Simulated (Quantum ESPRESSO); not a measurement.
BN in Quantum ESPRESSO: the effect of functional

Crystal: BN.

```
N B
1.0
     0.00000    1.81300    1.81300
     1.81300    0.00000    1.81300
     1.81300    1.81300    0.00000
N B
1 1
Direct
  0.25000 0.25000 0.25000
  0.00000 0.00000 0.00000
```

The cell is a database's computed one.

Alike in all runs:

* Program: Quantum ESPRESSO 7.5
* Task: band structure
* Potentials or basis: SG15 PBE 1.2
* Cutoff: 1197 eV
* Density cutoff: 4789 eV
* k mesh: 13 × 13 × 13
* Occupations: fermi-dirac, width 0.05 eV
* Spin: no spin polarisation

```csv
functional,gap on the mesh (eV),pressure (GPa)
LDA,4.30,-4.4
PBEsol,4.37,-4.4
PBE,4.60,-1.5
RPBE,?,?
AM05,4.35,-4.4
rev-vdW-DF2,4.64,-2.9
```

Problem. What does the run with functional RPBE give?

Solution. gap on the mesh 4.70 eV; pressure -0.1 GPa.

Caveats: the potentials were made for another functional, which shifts forces and pressure (some runs).

A k mesh can miss the band edges.
